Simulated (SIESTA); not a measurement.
## PbSe (Clausthalite): equation of state with PBE

PbSe (Clausthalite):

```
CELL_PARAMETERS angstrom
0.00000 3.06065 3.06065
3.06065 0.00000 3.06065
3.06065 3.06065 0.00000
ATOMIC_POSITIONS crystal
Pb 0.00000 0.00000 0.00000
Se 0.50000 0.50000 0.50000
```

```json
{
  "Program": "SIESTA 5.4.2",
  "Task": "equation of state",
  "Functional": "PBE",
  "Potentials or basis": "PseudoDojo 0.4 standard (PBE files)",
  "Basis": "TZP (energy shift 0.002 Ry)",
  "Grid cutoff": "500 Ry",
  "Energy shift": "0.002 Ry",
  "k mesh": "8 × 8 × 8",
  "Occupations": "fermi-dirac, width 0.05 eV",
  "Spin": "no spin polarisation"
}
```

The equilibrium volume is 30.59 Å³/atom (rough: see the caveat) and the bulk modulus is 51 GPa (rough).

Energy against volume, from the lowest point:
```csv
volume (Å³/atom),energy (meV/atom)
26.951,85.21
27.524,58.57
28.097,37.30
28.671,21.32
29.244,9.86
29.818,3.54
30.391,0.00
```

All runs of the series together: 4.5 min on 1 thread of Arm Neoverse V2 (shared host).

Caveat: the minimum lies outside the volumes run; semicore shells carry a single zeta, which can move pressures by several GPa and volumes by a few percent; the basis of atomic orbitals isn't converged, which shifts pressures, moduli and gaps. Spin-orbit coupling is left out, which matters for the levels of Pb.
